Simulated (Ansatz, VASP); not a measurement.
# Ga: VASP beside Ansatz

```
Ga
1.0
     2.79682    0.00000    0.00000
     0.00000    3.30334    0.00000
    -1.35233    0.00000    4.01670
Ga
2
Cartesian
  -0.6651 2.4775 3.0935
  2.1096 0.8258 0.9232
```

Change from the starting cell: volume scaled by 1.02.

Alike in both runs: task single point; functional PBEsol; k mesh 10 × 8 × 7; occupations fermi-dirac, width 0.05 eV; no spin polarisation.

|  | VASP | Ansatz |
| --- | --- | --- |
| version | VASP 6.6.1 | Ansatz 0.2.0 |
| potentials or method | VASP PAW PBE potentials, release 64 (Ga_d) | Ansatz PAW |
| plane-wave cutoff (eV) | 520 | 420 |
| valence electrons in the cell | 26 | 26 |

```tsv
	VASP	Ansatz	Ansatz less VASP
gap on the k mesh at the Fermi level (eV)	none	none	-
pressure (GPa)	-1.7	-1.7	-0.07
largest component of the traceless stress (GPa)	1.13	1.12	-0.012
rms of the force components (eV/Å)	0.037	0.036	-0.0009
```

Atom by atom the forces differ by 0.001 eV/Å (rms over components). A gap of «none» marks a metal or a gap that the smearing closes. With one functional, cell and mesh, what is left measures potentials, basis and numerics.

Caveats: the PAW data sets were made with another functional, which shifts forces and pressure a little (VASP); the PAW data sets come from PBE, with cores solved anew for the run's functional, which leaves a small shift of forces and pressure (Ansatz).
